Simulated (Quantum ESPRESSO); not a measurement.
This Quantum ESPRESSO 7.5 run on Bi needs a look.

pw.in

```
&CONTROL
  calculation = 'scf'
  prefix = 'pwscf'
  outdir = './tmp'
  pseudo_dir = './pseudo'
  tprnfor = .true.
  disk_io = 'low'
/
&SYSTEM
  ibrav = 0
  nat = 3
  ntyp = 1
  ecutwfc = 45
  ecutrho = 270
  nbnd = 31
  occupations = 'smearing'
  smearing = 'mp'
  degauss = 0.01469973
  vdw_corr = 'grimme-d3'
  dftd3_version = 4
/
&ELECTRONS
  conv_thr = 3d-09
  electron_maxstep = 80
  mixing_beta = 0.3
  mixing_mode = 'local-TF'
  tqr = .true.
/
ATOMIC_SPECIES
Bi   208.9804 Bi.GGA_PBE-JTH.UPF
CELL_PARAMETERS angstrom
   4.5390002997    0.0000000000    0.0000000000
  -2.2695001498    3.9308895674    0.0000000000
   0.0000000000    0.0000000000   26.8290000000
ATOMIC_POSITIONS crystal
Xx     0.3333333333    0.6666666666    0.2795482500
Bi     0.6666666667    0.3333333334    0.5000000000
Bi     0.3333333333    0.6666666666    0.7204517500
K_POINTS automatic
7 7 1 0 0 0
```

Potentials or basis: JTH 2.0 PBE.

Run with:

```console
$ OMP_NUM_THREADS=1 mpirun -n 2 pw.x -nk 2 -in pw.in > pw.out
```

pw.out:

```text
This program is part of the open-source Quantum ESPRESSO suite
     for quantum simulation of materials; please cite
         "P. Giannozzi et al., J. Phys.:Condens. Matter 21 395502 (2009);
         "P. Giannozzi et al., J. Phys.:Condens. Matter 29 465901 (2017);
         "P. Giannozzi et al., J. Chem. Phys. 152 154105 (2020);
     in publications or presentations arising from this work. More details at

 %%%%%%%%%%%%%%%%%%%%%%%%%%%%%%%%%%%%%%%%%%%%%%%%%%%%%%%%%%%%%%%%%%%%%%%%%%%%%%
     Error in routine read_cards (1):
     species Xx in ATOMIC_POSITIONS is nonexistent
 %%%%%%%%%%%%%%%%%%%%%%%%%%%%%%%%%%%%%%%%%%%%%%%%%%%%%%%%%%%%%%%%%%%%%%%%%%%%%%

     stopping ...

"abort". This may have caused other processes in the application to be
```

Diagnose the run.

The input was rejected before any iteration. The input holds a flaw that was put in on purpose: atom of an undeclared species.
